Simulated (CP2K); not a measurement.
# HgSe (F-43m) in CP2K: single point with PBE

Aim: the single point of HgSe with PBE.

Program: CP2K 2026.2. These are calculated values, not measurements. Logs are shortened: lines on timing, memory, paths and dates and some standing lists are left out, and cuts for length are marked.

## 1. The structure

The structure is cubic, space group F-43m (No. 216). Conventional cell: a = 6.078 Å, b = 6.078 Å, c = 6.078 Å, α = 90.00°, β = 90.00°, γ = 90.00°. Hg (site symmetry -43m) has 4 Se at 2.63 Å as nearest neighbours. Se (site symmetry -43m) is surrounded by 4 Hg at 2.63 Å.

## 2. Single point, PBE

The input, hgse_scf.inp:

```
&GLOBAL
  PROJECT hgse_scf
  RUN_TYPE ENERGY_FORCE
  PRINT_LEVEL LOW
&END GLOBAL
&FORCE_EVAL
  METHOD QS
  STRESS_TENSOR ANALYTICAL
  &DFT
    BASIS_SET_FILE_NAME BASIS_MOLOPT_UZH
    POTENTIAL_FILE_NAME POTENTIAL_UZH
    &MGRID
      CUTOFF 450
      REL_CUTOFF 60
      NGRIDS 4
    &END MGRID
    &QS
      METHOD GPW
      EPS_DEFAULT 1.0E-10
    &END QS
    &KPOINTS
      SCHEME MONKHORST-PACK 8 8 8
      GAMMA_CENTERED T
      SYMMETRY T
      SYMMETRY_BACKEND SPGLIB
    &END KPOINTS
    &SCF
      SCF_GUESS ATOMIC
      EPS_SCF 1.0E-6
      MAX_SCF 100
      ADDED_MOS 10
      CHOLESKY OFF
      EPS_EIGVAL 1.0E-7
      &DIAGONALIZATION ON
        ALGORITHM STANDARD
      &END DIAGONALIZATION
      &MIXING ON
        METHOD BROYDEN_MIXING
        ALPHA 0.4
        BETA 1.5
        NBUFFER 8
      &END MIXING
      &SMEAR ON
        METHOD GAUSSIAN
        SIGMA [eV] 0.028000000000000004
      &END SMEAR
    &END SCF
    &XC
      &XC_FUNCTIONAL
        &GGA_X_PBE
        &END GGA_X_PBE
        &GGA_C_PBE
        &END GGA_C_PBE
      &END XC_FUNCTIONAL
    &END XC
    &PRINT
      &KPOINTS ON
      &END KPOINTS
      &MULLIKEN ON
      &END MULLIKEN
      &MO ON
        ENERGIES T
        OCCUPATION_NUMBERS T
        &EACH
          QS_SCF 0
        &END EACH
        ADD_LAST NUMERIC
      &END MO
    &END PRINT
  &END DFT
  &SUBSYS
    &CELL
      A 4.2977950161 0.0000000000 0.0000000000
      B 2.1488975080 3.7219996642 0.0000000000
      C 2.1488975080 1.2406665547 3.5091349361
      PERIODIC XYZ
    &END CELL
    &COORD
      SCALED
      Hg  0.0000000000 0.0000000000 0.0000000000
      Se  0.7500000000 0.7500000000 0.7500000000
    &END COORD
    &KIND Hg
      BASIS_SET TZVP-MOLOPT-PBE-GTH-q12
      POTENTIAL GTH-PBE-q12
    &END KIND
    &KIND Se
      BASIS_SET TZVP-MOLOPT-PBE-GTH-q6
      POTENTIAL GTH-PBE-q6
    &END KIND
    &PRINT
      &ATOMIC_COORDINATES ON
      &END ATOMIC_COORDINATES
      &CELL ON
      &END CELL
      &SYMMETRY ON
      &END SYMMETRY
    &END PRINT
  &END SUBSYS
  &PRINT
    &FORCES ON
    &END FORCES
    &STRESS_TENSOR ON
    &END STRESS_TENSOR
  &END PRINT
&END FORCE_EVAL
```

Potentials or basis: POTENTIAL_UZH Hg GTH-PBE-q12, Se GTH-PBE-q6; TZVP-MOLOPT-PBE-GTH basis.

Launch:

```
$ OMP_NUM_THREADS=1 cp2k.psmp -i hgse_scf.inp -o hgse_scf.out
```

hgse_scf.out:

```text

 CP2K| version string:                                       CP2K version 2026.2
 CP2K| Input file name                                              hgse_scf.inp

 GLOBAL| Force Environment number                                              1
 GLOBAL| Basis set file name                                    BASIS_MOLOPT_UZH
 GLOBAL| Potential file name                                       POTENTIAL_UZH
 GLOBAL| MM Potential file name                                     MM_POTENTIAL
 GLOBAL| Coordinate file name                                      __STD_INPUT__
 GLOBAL| Method name                                                        CP2K
 GLOBAL| Project name                                                   hgse_scf
 GLOBAL| Run type                                                   ENERGY_FORCE
 GLOBAL| FFT library                                                       FFTW3
[... 8 lines left out ...]
 GLOBAL| CPU model name                                                  UNKNOWN

 CELL| Volume [angstrom^3]:                                            56.133497
 CELL| Vector a [angstrom]:       4.298     0.000     0.000   |a| =     4.297795
 CELL| Vector b [angstrom]:       2.149     3.722     0.000   |b| =     4.297795
 CELL| Vector c [angstrom]:       2.149     1.241     3.509   |c| =     4.297795
 CELL| Angle (b,c), alpha [degree]:                                    60.000000
 CELL| Angle (a,c), beta  [degree]:                                    60.000000
 CELL| Angle (a,b), gamma [degree]:                                    60.000000
 CELL| Numerically orthorhombic:                                              NO
 CELL| Periodicity                                                           XYZ

 CELL_REF| Volume [angstrom^3]:                                        56.133497
 CELL_REF| Vector a [angstrom     4.298     0.000     0.000   |a| =     4.297795
 CELL_REF| Vector b [angstrom     2.149     3.722     0.000   |b| =     4.297795
 CELL_REF| Vector c [angstrom     2.149     1.241     3.509   |c| =     4.297795
 CELL_REF| Angle (b,c), alpha [degree]:                                60.000000
 CELL_REF| Angle (a,c), beta  [degree]:                                60.000000
 CELL_REF| Angle (a,b), gamma [degree]:                                60.000000
 CELL_REF| Numerically orthorhombic:                                          NO
 CELL_REF| Periodicity                                                       XYZ
[... 10 lines left out ...]

  Total number of            - Atomic kinds:                                   2
                             - Atoms:                                          2
                             - Shell sets:                                     2
                             - Shells:                                        17
                             - Primitive Cartesian functions:                 10
                             - Cartesian basis functions:                     58
                             - Spherical basis functions:                     51

  Maximum angular momentum of- Orbital basis functions:                        3
                             - Local part of the GTH pseudopotential:          0
                             - Non-local part of the GTH pseudopotential:      4

 MODULE QUICKSTEP: ATOMIC COORDINATES IN ANGSTROM

   Atom Kind Element         X             Y             Z       Z(eff)     Mass
      1    1 Hg   80      0.000000      0.000000      0.000000  12.0000 200.5900
      2    2 Se   34      6.446693      3.722000      2.631851   6.0000  78.9600

 Crystal Symmetry Information
       International Symbol:                                               F-43m
       Point Group Symbol:                                                  -43m
       Schoenflies Symbol:                                                  Td^2
       Number of Symmetry Operations:                                         24

 SCF PARAMETERS         Density guess:                                    ATOMIC
                        --------------------------------------------------------
                        max_scf:                                             100
                        max_scf_history:                                       0
                        max_diis:                                              4
[... 5 lines left out ...]
                        --------------------------------------------------------
                        level_shift [a.u.]:                             0.000000
                        added MOs                                        10    0
                        --------------------------------------------------------
                        Mixing method:                            BROYDEN_MIXING
                                                charge density mixing in g-space
                        --------------------------------------------------------
                        Smear method:                                   GAUSSIAN
                        Smearing width (sigma) [a.u.]:                  1.03E-03
                        Accuracy threshold:                             1.00E-10
                        --------------------------------------------------------
                        No outer SCF

 *******************************************************************************
                                    Kpoints
 *******************************************************************************
 BRILLOUIN| K-point scheme                                        Monkhorst-Pack
 BRILLOUIN| K-Point grid                                             8    8    8
 BRILLOUIN| Gamma-centered k-point mesh                                     ON
 BRILLOUIN| K-point symmetry accuracy                               0.100000E-05
 BRILLOUIN| K-Point point group symmetrization                                ON
 BRILLOUIN| Symmetry backend                                             SPGLIB
 BRILLOUIN| Symmetry reduction method                                    SPGLIB
 BRILLOUIN| Wavefunction type                                            COMPLEX
 BRILLOUIN| List of Kpoints [2 Pi/Bohr]                                       29
 BRILLOUIN| Number           Weight            X              Y              Z
 BRILLOUIN|     1           0.01562       -0.37500       -0.37500       -0.37500
 BRILLOUIN|     2           0.04688       -0.37500       -0.37500       -0.25000
 BRILLOUIN|     3           0.04688       -0.37500       -0.37500       -0.12500
 BRILLOUIN|     4           0.01172       -0.37500       -0.37500        0.00000
 BRILLOUIN|     5           0.04688       -0.37500       -0.37500        0.12500
 BRILLOUIN|     6           0.02344       -0.37500       -0.37500        0.25000
[... 21 lines left out ...]
 BRILLOUIN|    28           0.00781        0.00000        0.00000        0.50000
 BRILLOUIN|    29           0.00586        0.00000        0.50000        0.50000
 *******************************************************************************

 Extrapolation method: initial_guess

 Number of electrons:                                                         18
 Number of occupied orbitals:                                                  9
 Number of molecular orbitals:                                                19

 Number of orbital functions:                                                 51
 Number of independent orbital functions:                                     51

 SCF WAVEFUNCTION OPTIMIZATION

  Step     Update method      Time    Convergence         Total energy    Change
  ------------------------------------------------------------------------------
     1 NoMix/Diag. 0.40E+00    1.7     1.38480917       -50.6741978291 -5.07E+01
     2 Broy./Diag. 0.40E+00    1.6     0.05727221       -50.8010465317 -1.27E-01
     3 Broy./Diag. 0.40E+00    1.6     0.13316372       -50.6426114838  1.58E-01
     4 Broy./Diag. 0.40E+00    1.6     0.00713708       -50.5339825454  1.09E-01
     5 Broy./Diag. 0.40E+00    1.6     0.00394475       -50.5587805179 -2.48E-02
     6 Broy./Diag. 0.40E+00    1.6     0.00282867       -50.5565559757  2.22E-03
     7 Broy./Diag. 0.40E+00    1.6     0.00043689       -50.5481718247  8.38E-03
     8 Broy./Diag. 0.40E+00    1.6     0.00079407       -50.5470661110  1.11E-03
     9 Broy./Diag. 0.40E+00    1.6     0.00014108       -50.5482920244 -1.23E-03
    10 Broy./Diag. 0.40E+00    1.6     0.00003703       -50.5484573446 -1.65E-04
    11 Broy./Diag. 0.40E+00    1.6     0.00000739       -50.5484221120  3.52E-05
    12 Broy./Diag. 0.40E+00    1.6     0.00000137       -50.5484253271 -3.22E-06
    13 Broy./Diag. 0.40E+00    1.6     0.00000171       -50.5484247117  6.15E-07
    14 Broy./Diag. 0.40E+00    1.6     0.00000073       -50.5484314507 -6.74E-06

  *** SCF run converged in    14 steps ***

  Electronic density on regular grids:        -17.9999999994        0.0000000006
  Core density on regular grids:               17.9999999972       -0.0000000028
  Total charge density on r-space grids:       -0.0000000022
  Total charge density g-space grids:          -0.0000000022

  Overlap energy of the core charge distribution:               0.00000000465434
  Self energy of the core charge distribution:                -91.15870365773695
  Core Hamiltonian energy:                                     26.44840782694082
  Hartree energy:                                              22.20443779877134
  Exchange-correlation energy:                                 -8.04257032305793
  Smearing free energy correction:                             -0.00000310025416
  Fermi energy:                                                 0.15363182652213

  Total energy:                                               -50.54843145068254
  Total energy (extrapolated to sigma->0):                    -50.54842990055546

 MO| EIGENVALUES AND OCCUPATION NUMBERS FOR K POINT 1
 MO|
 MO|  Index      Eigenvalue [a.u.]        Eigenvalue [eV]             Occupation
 MO|      1              -0.327770              -8.919066               2.000000
 MO|      2              -0.106052              -2.885824               2.000000
 MO|      3              -0.106052              -2.885824               2.000000
 MO|      4              -0.091093              -2.478772               2.000000
 MO|      5              -0.082701              -2.250416               2.000000
 MO|      6              -0.082701              -2.250416               2.000000
[... 11 lines left out ...]
 MO|     18               0.767728              20.890930               0.000000
[... 325 lines left out ...]
 MO|      6              -0.079285              -2.157462               2.000000
[... 11 lines left out ...]
 MO|     18               0.758172              20.630907               0.000000
 MO|     19               0.812616              22.112415               0.000000
 MO| Sum:                                                              18.000000
 MO| E(Fermi):            0.153632 a.u.          4.180535 eV
 MO| Band gap:            0.145507 a.u.          3.959435 eV

 [... the levels of further k-points ...]

 !-----------------------------------------------------------------------------!
                     Mulliken Population Analysis

 #  Atom  Element  Kind  Atomic population                           Net charge
       1     Hg       1         11.734264                              0.265736
       2     Se       2          6.265736                             -0.265736
 # Total charge                             18.000000                 -0.000000

 !-----------------------------------------------------------------------------!

 ENERGY| Total FORCE_EVAL ( QS ) energy [hartree]            -50.548436294325754

 FORCES| Atomic forces [hartree/bohr]
 FORCES|   Atom     x               y               z               |f|
 FORCES|      1 -1.23493824E-10 -7.38603180E-09 -1.55514861E-09   7.54898693E-09
 FORCES|      2  8.00464618E-10  7.77814204E-09  1.83122339E-09   8.03079176E-09
 FORCES| Sum     6.76970795E-10  3.92110241E-10  2.76074783E-10
 FORCES| Total atomic force                                       8.29612671E-10

 STRESS| Analytical stress tensor [bar]
 STRESS|                        x                   y                   z
 STRESS|      x        5.58248892105E+04  -7.65285425478E-02  -5.08286199347E-02
 STRESS|      y       -7.65285425478E-02   5.58247979443E+04  -4.37782374154E-02
 STRESS|      z       -5.08286199347E-02  -4.37782374154E-02   5.58249836072E+04
 STRESS| 1/3 Trace                                             5.58248902540E+04
 STRESS| Determinant                                           1.73973713594E+14

 STRESS| Eigenvectors and eigenvalues of the analytical stress tensor [bar]
 STRESS|                        1                   2                   3
 STRESS| Eigenvalues   5.58247380506E+04   5.58249263458E+04   5.58250063656E+04
 STRESS|      x           0.503159915416      0.784328261638     -0.362848835625
 STRESS|      y           0.826772705114     -0.559101744537     -0.062065556749
 STRESS|      z           0.251549187234      0.268764613093      0.929778785062
```

It took 27 s on 1 thread of Arm Neoverse V2, shared host; peak memory 0.32 GiB.

What came out:

| Item | Value |
| --- | --- |
| Free energy | -1375.4929 eV |
| Pressure | 5.6 GPa |
| Band gap on the k mesh | none (metal or under the smearing width) |
| Mulliken charges | Hg +0.27; Se -0.27 e |

Levels at points of the mesh, in eV from the Fermi level:
| k point | band 5 | band 6 | band 7 | band 8 | band 9 | band 10 | band 11 | band 12 | band 13 | band 14 |
| --- | --- | --- | --- | --- | --- | --- | --- | --- | --- | --- |
| (0.00, 0.00, 0.00) | -6.46 | -6.46 | -0.93 | -0.01 | -0.01 | -0.01 | 5.51 | 5.51 | 5.51 | 12.01 |
| (0.00, 0.00, 0.50) | -6.41 | -6.13 | -5.56 | -1.00 | -1.00 | 1.11 | 6.30 | 6.30 | 7.05 | 10.27 |
| (0.00, 0.50, 0.50) | -6.34 | -6.09 | -5.12 | -2.34 | -2.34 | 2.81 | 3.00 | 8.57 | 10.03 | 10.03 |

Caveat: Mulliken charges move with the basis; the basis of atomic orbitals isn't converged, which shifts pressures, moduli and gaps. Spin-orbit coupling is left out, which matters for the levels of Hg.
